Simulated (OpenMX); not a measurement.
AlNi3:

```
CELL_PARAMETERS angstrom
3.52305 0.00000 0.00000
0.00000 3.52305 0.00000
0.00000 0.00000 3.52305
ATOMIC_POSITIONS crystal
Ni 0.50000 0.50000 0.00000
Ni 0.50000 0.00000 0.50000
Ni 0.00000 0.50000 0.50000
Al 0.00000 0.00000 0.00000
```

The cell is a database's computed one.

- Program: OpenMX 3.8.5
- Task: single point
- Functional: PBE
- Potentials or basis: OpenMX 2013 PBE set, Ni6.0H-s3p2d2, Al7.0-s2p2d1, grid cutoff 500 Ry
- k mesh: 9 × 9 × 9
- Occupations: fermi-dirac, width 0.05 eV
- Spin: collinear spin, ferromagnetic start
- Starting moments: [1.0, 1.0, 1.0, 0.0] μB

On this cell: pressure 12.2 GPa; largest force zero by symmetry; net moment 0.59 μB per cell; site moments Ni +0.22; Al -0.06 μB; band gap on the k mesh none (metal or under the smearing width).

The same run follows on a disturbed copy (atoms moved at random, drawn with an rms of 0.05 Å):

```xyz
4
Lattice="3.5231 0.0000 0.0000 0.0000 3.5231 0.0000 0.0000 0.0000 3.5231" Properties=species:S:1:pos:R:3 pbc="T T T"
Ni    1.7710    1.7489    0.0478
Ni    1.7636    0.0220    1.7543
Ni   -0.0571    1.7529    1.7775
Al   -0.0005   -0.0023   -0.0070
```

Q: What does the disturbed cell give?

A: The energy (extrapolated to zero smearing) moves by +10.5 meV/atom; pressure 12.7 GPa; largest force 0.736 eV/Å; net moment 0.60 μB per cell; site moments Ni +0.22; Al -0.06 μB; band gap on the k mesh none (metal or under the smearing width).

Forces on the atoms (eV/Å):
```
Ni  -0.484  0.266 -0.453
Ni  -0.405 -0.386  0.317
Ni   0.693  0.233  0.088
Al   0.172 -0.149  0.043
```

Caveats: the basis of atomic orbitals isn't converged, which shifts pressures, moduli and gaps.
